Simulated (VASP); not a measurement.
Crystal: Te2Pt (Moncheite).

```
Te Pt
1.0
     4.01000    0.00000    0.00000
    -2.00500    3.47276    0.00000
     0.00000    0.00000    5.20100
Te Pt
2 1
Direct
  0.33333 0.66667 0.25000
  0.66667 0.33333 0.75000
  0.00000 0.00000 0.00000
```

```yaml
Program: VASP 6.6.1
Task: relaxation of cell and atoms
Functional: rev-vdW-DF2
Potentials_or_basis: VASP PAW PBE potentials, release 64 (Te, Pt)
Cutoff: 600 eV
k_mesh: 12 × 12 × 7
Occupations: methfessel-paxton, width 0.1 eV
Spin: no spin polarisation
```

At the start: pressure 7.3 GPa; volume 24.14 Å³/atom.

Task: Where does the relaxation end?

Result: Over 15 steps the energy falls by 41.9 meV/atom and the volume is 25.04 Å³/atom (+3.7 %); space group P-3m1 (No. 164, to 0.05 Å).

Step by step:
| step | energy change (eV) | largest force (eV/Å) | pressure (GPa) | volume (Å³) |
| --- | --- | --- | --- | --- |
| 1 | 0.0000 | 1.1277 | 7.25 | 72.43 |
| 2 | 0.1506 | 0.7650 | -8.56 | 84.50 |
| 3 | -0.1144 | 0.2157 | -0.55 | 76.83 |
| 4 | -0.1145 | 0.2396 | -0.36 | 76.69 |
| 5 | -0.1145 | 0.2547 | -0.21 | 76.60 |
| 6 | -0.1199 | 0.1763 | -0.09 | 76.25 |
| 7 | -0.1232 | 0.0601 | 0.12 | 75.68 |
| 8 | -0.1241 | 0.0068 | -0.38 | 75.83 |
| 9 | -0.1242 | 0.0118 | -0.42 | 75.85 |
| 10 | -0.1248 | 0.0099 | -0.37 | 75.67 |
| 11 | -0.1257 | 0.0071 | -0.09 | 75.16 |
| 12 | -0.1257 | 0.0073 | -0.06 | 75.11 |
| 13 | -0.1257 | 0.0071 | -0.05 | 75.12 |
| 14 | -0.1257 | 0.0070 | -0.06 | 75.14 |
| 15 | -0.1258 | 0.0008 | 0.00 | 75.11 |

Final structure:
```
Te Pt
1.0
     4.07206    0.00000    0.00000
    -2.03603    3.52651    0.00000
     0.00000    0.00000    5.23055
Te Pt
2 1
Direct
  0.33333 0.66667 0.26198
  0.66667 0.33333 0.73802
  0.00000 0.00000 0.00000
```

Caveat: the PAW data sets were made with another functional, which shifts forces and pressure a little.
